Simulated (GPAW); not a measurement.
# As (Cmce) in GPAW: reference runs

Aim: a first look at As with PBEsol, on the cell as given and on a disturbed one.

Everything below comes from runs of GPAW 26.7.0. Logs are shortened: lines on timing, memory, paths and dates and some standing lists are left out, and cuts for length are marked. The log counts tension as positive stress, the text compression.

## (1) The crystal as given

Symmetry: Cmce, No. 64, orthorhombic system. The conventional cell has a = 3.650 Å, b = 11.000 Å, c = 4.470 Å, α = 90.00°, β = 90.00°, γ = 90.00°. Around As (site symmetry m) lie 3 As at 2.48 to 2.49 Å.

This isn't the form of As at room conditions, which is rhombohedral.

## (2) Single point, PBEsol

The input, run.py:

```python
from ase import Atoms
from ase.dft.bandgap import bandgap
from ase.io import write
from ase.units import Bohr, GPa
from gpaw import GPAW, PW, setup_paths
from gpaw.elf import elf_from_dft_calculation

setup_paths.insert(0, '.')

atoms = Atoms(['As', 'As', 'As', 'As'],
              cell=[[1.825, -5.5, 0.0],
                    [1.825, 5.5, 0.0],
                    [0.0, 0.0, 4.47]],
              scaled_positions=[[0.39, 0.61, 0.56],
                                [0.89, 0.11, 0.94],
                                [0.61, 0.39, 0.44],
                                [0.11, 0.89, 0.06]],
              pbc=True)

calc = GPAW(mode=PW(600),
            xc='PBEsol',
            kpts={'size': (8, 8, 6), 'gamma': True},
            occupations={'name': 'fermi-dirac', 'width': 0.05},
            nbands=21,
            convergence={'density': 1e-05, 'energy': 1e-05},
            maxiter=150,
            txt='gpaw.txt')
atoms.calc = calc
energy = atoms.get_potential_energy()
forces = atoms.get_forces()
stress = atoms.get_stress()
calc.write('gs.gpw')
write('result.traj', atoms)
print(f'Energy: {energy:.6f} eV')
print('Forces (eV/A):')
print(forces.round(4))
print('Stress (GPa):', (stress / GPa).round(3))
print('Fermi level:', round(calc.get_fermi_level(), 4), 'eV')
print(f'Gap: {bandgap(calc)[0]:.4f} eV, direct: {bandgap(calc, direct=True)[0]:.4f} eV')

# fields on the real-space grid
write('density.cube', atoms, data=calc.get_pseudo_density() * Bohr**3)
write('potential.cube', atoms, data=calc.get_electrostatic_potential())
write('elf.cube', atoms, data=elf_from_dft_calculation(calc).data)
```

Potentials or basis: PAW data sets generated in the run's folder for this functional, pw.

On the command line:

```sh
$ gpaw-setup -f PBEsol As
$ OMP_NUM_THREADS=1 python run.py
```

gpaw.txt:

```text
__  _  _
 | _ |_)|_||  |
 |__||  | ||/\| - 26.7.0

Input parameters:
  mode=PW(ecut=600.0),
  convergence={'density': 1e-05, 'energy': 1e-05},
  kpts=MonkhorstPack(size=(8, 8, 6), gamma=True),
  maxiter=150,
  nbands=21,
  occupations=Occupations(name='fermi-dirac', width=0.05),
  xc=XC(name='PBEsol')

Diagonalizing LCAO Hamiltonian
Converting LCAO to pw mode

           As
       As    As
         As

Atoms  # Å, Bohr magnetons
|   | symbol |        x |         y |        z |    initial magnetic moments |
|---|--------|----------|-----------|----------|-----------------------------|
| 0 |     As | 1.825000 |  1.210000 | 2.503200 | ( 0.0000,  0.0000,  0.0000) |
| 1 |     As | 1.825000 | -4.290000 | 4.201800 | ( 0.0000,  0.0000,  0.0000) |
| 2 |     As | 1.825000 | -1.210000 | 1.966800 | ( 0.0000,  0.0000,  0.0000) |
| 3 |     As | 1.825000 |  4.290000 | 0.268200 | ( 0.0000,  0.0000,  0.0000) |

Unit cell  # Å
| periodic |        x |         y |        z |  lengths |     angles |
|----------|----------|-----------|----------|----------|------------|
|      yes | 1.825000 | -5.500000 | 0.000000 | 5.794879 |  90.000000 |
|      yes | 1.825000 |  5.500000 | 0.000000 | 5.794879 |  90.000000 |
|      yes | 0.000000 |  0.000000 | 4.470000 | 4.470000 | 143.286435 |

Number of symmetries: 4
Symmetry operations  # r_c * U_cc + t_c -> r_c
|   | kind |            matrix            |
|---|------|------------------------------|
| 0 |  E   |  1, 0, 0,  0, 1, 0,  0, 0, 1 |
| 1 |  C2  |  0, 1, 0,  1, 0, 0,  0, 0,-1 |
| 2 |  σ   |  0,-1, 0, -1, 0, 0,  0, 0, 1 |
| 3 |  i   | -1, 0, 0,  0,-1, 0,  0, 0,-1 |

BZ-sampling:
  Number of BZ points: 384
  Number of IBZ points: 114

  Monkhorst-Pack size: [8, 8, 6]
  Monkhorst-Pack shift: [0.0625, 0.0625, 0.08333333333333333]

K-points  # in reciprocal-cell coordinates
|     |                                coordinates |     weight |
|-----|--------------------------------------------|------------|
|   0 | (  0.00000000,   0.00000000,   0.00000000) | 0.00260417 |
|   1 | (  0.00000000,   0.00000000,   0.16666667) | 0.00520833 |
|   2 | (  0.00000000,   0.00000000,   0.33333333) | 0.00520833 |
|   3 | (  0.00000000,   0.00000000,   0.50000000) | 0.00260417 |
|   4 | (  0.12500000,  -0.12500000,  -0.33333333) | 0.00520833 |
|   5 | (  0.12500000,  -0.12500000,  -0.16666667) | 0.00520833 |
|   6 | (  0.12500000,  -0.12500000,   0.00000000) | 0.00520833 |
|   7 | (  0.12500000,  -0.12500000,   0.16666667) | 0.00520833 |
|   8 | (  0.12500000,  -0.12500000,   0.33333333) | 0.00520833 |
|   9 | (  0.12500000,  -0.12500000,   0.50000000) | 0.00520833 |
| ... |                                            |            |
| 113 | (  0.50000000,   0.50000000,   0.50000000) | 0.00260417 |

Plane wave coefficients: 3023
Cutoff: 600.0 eV

Spin-components: 1 (collinear spins)
Bands:           21
Projectors:      20
Spin-degeneracy: 2
Datatype:        complex128

Parallelization:
  kpt:    1
  domain: 1
  band:   1

Density:
  Valence electrons: 20.0
  Components: 1
  Grid points: [35 35 27]
  Charge: 0.0  # |e|

Potential:
  Grid points: [35 35 27]

species:
  As:
    name:    Arsenic
    Z:       33.0
    valence: 5
    core:    28
    charge:  0.0  # [|e|]
    compensation charges:
      type: gauss
      rc: 0.33  # [Å]
      lmax: 2
    cutoffs:
      filter: 1.87  # [Å]
      core: 2.96  # [Å]
    projectors
    | kind |    occ | energy [eV] | rcut [Å] |
    |------|--------|-------------|----------|
    |   4s |  2.000 |     -14.495 |    1.058 |
    |   4p |  3.000 |      -5.197 |    1.058 |
    |    s |        |      12.716 |    1.058 |
    |    p |        |      22.014 |    1.058 |
    |    d |        |       0.000 |    1.058 |

    Using partial waves for As as LCAO basis

Reference energy: -245837.772317  # eV

eigensolver:
  PPCG
  Converge bands: occupied
  niter=2

density mixing:
  MSR1-Mixer
  Pratt-step length: 0.05
  Maximum mixing coefficient: 0.75
  Old densities: 10
  SVD Regularization: 0.005
  Good broyden scale: 1.0
  Trust region scale: 1.0
  Backstep threshold: 4.0
  History deletion threshold: 6.0
  Fourier metric: weight=20.0, sigma=0.015

occupation numbers:
  Fermi-Dirac:
    width: 0.0500  # eV

poisson solver:
  ecut: 4800.0  # eV

xc functional:
  name: PBEsol with 2 nearest neighbor stencil

convergence criteria:
- Maximum integral of absolute [dens]ity change: 1e-05 electrons / valence electron
- Maximum [total energy] change in last 3 cyles: 1e-05 eV / valence electron
- Maximum integral of absolute [eigenst]ate change: 4e-08 eV^2 / valence electron
maximum number of iterations: 150

SCF iterations
|iter     | |      energy | eigst |  dens |
|---------|-|-------------|-------|-------|
|iter:   1| |  -20.272361 | -0.66 |       |
|iter:   2| |  -20.268620 | -2.96 | -1.13 |
|iter:   3| |  -20.212651 | -3.18 | -1.16 |
|iter:   4| |  -20.208740 | -4.06 | -1.72 |
|iter:   5| |  -20.208762 | -5.73 | -2.83 |
|iter:   6| |  -20.208761c| -6.76 | -3.36 |
|iter:   7| |  -20.208761c| -7.85c| -3.77 |
|iter:   8| |  -20.208761c| -7.60c| -4.25 |
|iter:   9| |  -20.208761c| -8.79c| -5.37c|

Converged in 9 steps
Energy contributions relative to reference atoms: (reference = -245837.772317)

Energy contributions:
  Kinetic:          34.477492
  Coulomb:         -33.969465
  Zero:             -0.038253
  External:          0.000000
  Xc:              -20.676862
  Entropy:          -0.003348
  Spinorbit:         0.000000
  ----------------------------
  Free energy:     -20.210435
  Extrapolated:    -20.208761

dipole moment: (-0.000017, -0.000000, -0.000021)  # |e|*Ang

Fermi level: 6.147
Eigenvalues  # (at kpt = [0.000, 0.000, 0.000])
| band index |      eig [eV] | occ [0-2] |
|------------|---------------|-----------|
|          0 |        -8.634 |     2.000 |
|        ... |               |           |
|          2 |        -3.231 |     2.000 |
|          3 |         0.076 |     2.000 |
|          4 |         0.155 |     2.000 |
|          5 |         1.830 |     2.000 |
|          6 |         3.133 |     2.000 |
|          7 |         3.918 |     2.000 |
[... 8 lines left out ...]
|         16 |        13.209 |     0.000 |
|         17 |        13.345 |     0.000 |
|        ... |               |           |
|         20 |        14.889 |     0.000 |

No gap
No difference between direct/indirect transitions

Forces  # eV/Ang
|        x |        y |        z |
|----------|----------|----------|
| -0.00000 |  0.09508 |  0.05860 |  # As   0
|  0.00000 |  0.09502 | -0.05854 |  # As   1
|  0.00000 | -0.09508 | -0.05860 |  # As   2
|  0.00000 | -0.09502 |  0.05854 |  # As   3

Stress tensor  # eV/Ang^3
|         x |         y |        z |
|-----------|-----------|----------|
| -0.004843 |  0.000000 | 0.000000 |
|  0.000000 | -0.000266 | 0.000000 |
|  0.000000 |  0.000000 | 0.005886 |

# Writing to gs.gpw (mode='')
```

stdout:

```text
<dir> UserWarning: The angles between your unit-cell vectors are 90.0, 90.0 and 143.3 degrees.  Results may be wrong!  Please Niggli-reduce your unit-cell so that the angles are closer to 90 degrees:

  from ase.build import niggli_reduce
  niggli_reduce(atoms)

  warnings.warn(
Energy: -20.208761 eV
Forces (eV/A):
[[-0.      0.0951  0.0586]
 [ 0.      0.095  -0.0585]
 [ 0.     -0.0951 -0.0586]
 [ 0.     -0.095   0.0585]]
Stress (GPa): [-0.776 -0.043  0.943  0.     0.     0.   ]
Fermi level: 6.1474 eV
Gap: 0.0000 eV, direct: 0.0000 eV
```

Wall time 2.4 min (1 thread of Arm Neoverse V2, shared host); peak memory 0.35 GiB.

What came out:

```
Free energy            : -20.2104 eV
Pressure               : 0.0 GPa
Largest force          : 0.112 eV/Å
Band gap on the k mesh : none (metal or under the smearing width)
```

Forces in eV/Å, atoms in the order of the input:
```
As   0.000  0.095  0.059
As   0.000  0.095 -0.059
As   0.000 -0.095 -0.059
As   0.000 -0.095  0.059
```

Stress tensor (GPa, compression positive):
```
 0.78  0.00  0.00
 0.00  0.04  0.00
 0.00  0.00 -0.94
```

Levels at points of the mesh, in eV from the Fermi level:
| k point | band 6 | band 7 | band 8 | band 9 | band 10 | band 11 | band 12 | band 13 | band 14 | band 15 |
| --- | --- | --- | --- | --- | --- | --- | --- | --- | --- | --- |
| (0.00, 0.00, 0.00) | -4.32 | -3.01 | -2.23 | -1.85 | -1.04 | 1.96 | 2.00 | 2.51 | 3.41 | 4.86 |
| (0.00, 0.00, 0.50) | -4.33 | -1.96 | -1.96 | -0.60 | -0.60 | 1.03 | 1.03 | 2.08 | 2.08 | 5.03 |
| (0.50, 0.00, 0.00) | -3.79 | -2.50 | -2.50 | -2.36 | -2.36 | 0.83 | 0.83 | 1.02 | 1.02 | 3.23 |
| (0.50, 0.00, 0.50) | -5.46 | -4.64 | -4.64 | -1.80 | -1.80 | 1.97 | 1.97 | 4.64 | 4.64 | 6.39 |
| (0.50, 0.50, 0.00) | -4.45 | -3.37 | -1.65 | -1.24 | -0.36 | 0.15 | 1.93 | 2.40 | 3.05 | 4.83 |
| (0.50, 0.50, 0.50) | -2.08 | -1.87 | -1.87 | -1.10 | -1.10 | 1.47 | 1.47 | 1.77 | 1.77 | 2.61 |

Caveat: the program warned that so skewed a cell can give wrong results.

## (3) Single point, PBEsol (atoms moved at random, drawn with an rms of 0.05 Å)

The input, run.py:

```python
from ase import Atoms
from ase.dft.bandgap import bandgap
from ase.io import write
from ase.units import GPa
from gpaw import GPAW, PW, setup_paths

setup_paths.insert(0, '.')

atoms = Atoms(['As', 'As', 'As', 'As'],
              cell=[[1.825, -5.5, 0.0],
                    [1.825, 5.5, 0.0],
                    [0.0, 0.0, 4.47]],
              scaled_positions=[[0.375366, 0.603355, 0.558657],
                                [0.88654, 0.105281, 0.939657],
                                [0.618293, 0.392503, 0.439575],
                                [0.114274, 0.892476, 0.05694]],
              pbc=True)

calc = GPAW(mode=PW(600),
            xc='PBEsol',
            kpts={'size': (8, 8, 6), 'gamma': True},
            occupations={'name': 'fermi-dirac', 'width': 0.05},
            nbands=21,
            convergence={'density': 1e-05, 'energy': 1e-05},
            maxiter=150,
            txt='gpaw.txt')
atoms.calc = calc
energy = atoms.get_potential_energy()
forces = atoms.get_forces()
stress = atoms.get_stress()
calc.write('gs.gpw')
write('result.traj', atoms)
print(f'Energy: {energy:.6f} eV')
print('Forces (eV/A):')
print(forces.round(4))
print('Stress (GPa):', (stress / GPa).round(3))
print('Fermi level:', round(calc.get_fermi_level(), 4), 'eV')
print(f'Gap: {bandgap(calc)[0]:.4f} eV, direct: {bandgap(calc, direct=True)[0]:.4f} eV')
```

Potentials or basis: PAW data sets generated in the run's folder for this functional, pw.

On the command line:

```sh
$ gpaw-setup -f PBEsol As
$ OMP_NUM_THREADS=1 python run.py
```

gpaw.txt:

```text
__  _  _
 | _ |_)|_||  |
 |__||  | ||/\| - 26.7.0

Input parameters:
  mode=PW(ecut=600.0),
  convergence={'density': 1e-05, 'energy': 1e-05},
  kpts=MonkhorstPack(size=(8, 8, 6), gamma=True),
  maxiter=150,
  nbands=21,
  occupations=Occupations(name='fermi-dirac', width=0.05),
  xc=XC(name='PBEsol')

Diagonalizing LCAO Hamiltonian
Converting LCAO to pw mode

           As
       As    As
         As

Atoms  # Å, Bohr magnetons
|   | symbol |        x |         y |        z |    initial magnetic moments |
|---|--------|----------|-----------|----------|-----------------------------|
| 0 |     As | 1.786166 |  1.253939 | 2.497197 | ( 0.0000,  0.0000,  0.0000) |
| 1 |     As | 1.810073 | -4.296924 | 4.200267 | ( 0.0000,  0.0000,  0.0000) |
| 2 |     As | 1.844703 | -1.241845 | 1.964900 | ( 0.0000,  0.0000,  0.0000) |
| 3 |     As | 1.837319 |  4.280111 | 0.254522 | ( 0.0000,  0.0000,  0.0000) |

Unit cell  # Å
| periodic |        x |         y |        z |  lengths |     angles |
[... 129 lines left out ...]

Converged in 9 steps
Energy contributions relative to reference atoms: (reference = -245837.772317)

Energy contributions:
  Kinetic:          31.353559
  Coulomb:         -31.319929
  Zero:             -0.036030
  External:          0.000000
  Xc:              -20.188397
  Entropy:          -0.003828
  Spinorbit:         0.000000
  ----------------------------
  Free energy:     -20.194626
  Extrapolated:    -20.192712

dipole moment: (-0.068258, -0.179661, -0.261204)  # |e|*Ang

Fermi level: 6.104
Eigenvalues  # (at kpt = [0.000, 0.000, 0.000])
| band index |      eig [eV] | occ [0-2] |
|------------|---------------|-----------|
|          0 |        -8.545 |     2.000 |
|        ... |               |           |
|          2 |        -3.120 |     2.000 |
|          3 |         0.054 |     2.000 |
|          4 |         0.125 |     2.000 |
|          5 |         1.865 |     2.000 |
|          6 |         3.245 |     2.000 |
|          7 |         3.883 |     2.000 |
[... 8 lines left out ...]
|         16 |        13.115 |     0.000 |
|         17 |        13.281 |     0.000 |
|        ... |               |           |
|         20 |        15.058 |     0.000 |

No gap
No difference between direct/indirect transitions

Forces  # eV/Ang
|        x |        y |        z |
|----------|----------|----------|
|  0.19106 | -0.35581 |  0.08531 |  # As   0
| -0.10196 |  0.11304 | -0.05705 |  # As   1
| -0.08682 |  0.35847 | -0.15344 |  # As   2
| -0.00228 | -0.11565 |  0.12521 |  # As   3

Stress tensor  # eV/Ang^3
|         x |         y |         z |
|-----------|-----------|-----------|
| -0.001782 | -0.002820 |  0.003024 |
| -0.002820 |  0.010311 | -0.000725 |
|  0.003024 | -0.000725 |  0.010368 |

# Writing to gs.gpw (mode='')
```

Wall time 3.9 min (1 thread of Arm Neoverse V2, shared host); peak memory 0.48 GiB.

What came out:

* Free energy: -20.1946 eV
* Pressure: -1.0 GPa
* Largest force: 0.413 eV/Å
* Band gap on the k mesh: none (metal or under the smearing width)

Forces on the atoms (eV/Å):
```
As   0.191 -0.356  0.085
As  -0.102  0.113 -0.057
As  -0.087  0.358 -0.153
As  -0.002 -0.116  0.125
```

Stress tensor (GPa, compression positive):
```
 0.29  0.45 -0.48
 0.45 -1.65  0.12
-0.48  0.12 -1.66
```

Caveat: the program warned that so skewed a cell can give wrong results.
